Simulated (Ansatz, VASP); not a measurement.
## Two plane-wave programs on Zn

```xyz
2
Lattice="2.6521 0.0000 0.0000 -1.3260 2.2968 0.0000 0.0000 0.0000 4.9327" Properties=species:S:1:pos:R:3 pbc="T T T"
Zn    1.3260    0.7656    3.6995
Zn    0.0000    1.5312    1.2332
```

Change from the starting cell: volume scaled by 0.98.

Alike in both runs: task single point; functional PBEsol; k mesh 11 × 11 × 6; occupations fermi-dirac, width 0.05 eV; no spin polarisation.

|  | VASP | Ansatz |
| --- | --- | --- |
| version | VASP 6.6.1 | Ansatz 0.2.0 |
| potentials or method | VASP PAW PBE potentials, release 64 (Zn) | Ansatz PAW |
| plane-wave cutoff (eV) | 520 | 420 |
| valence electrons in the cell | 24 | 24 |

|  | VASP | Ansatz | Ansatz less VASP |
| --- | --- | --- | --- |
| gap on the k mesh at the Fermi level (eV) | none | none | - |
| pressure (GPa) | -4.0 | -4.3 | -0.37 |
| largest component of the traceless stress (GPa) | 0.50 | 0.37 | -0.128 |

A gap of «none» marks a metal or a gap that the smearing closes.

Caveats: the PAW data sets were made with another functional, which shifts forces and pressure a little (VASP); the PAW data sets come from PBE, with cores solved anew for the run's functional, which leaves a small shift of forces and pressure (Ansatz).
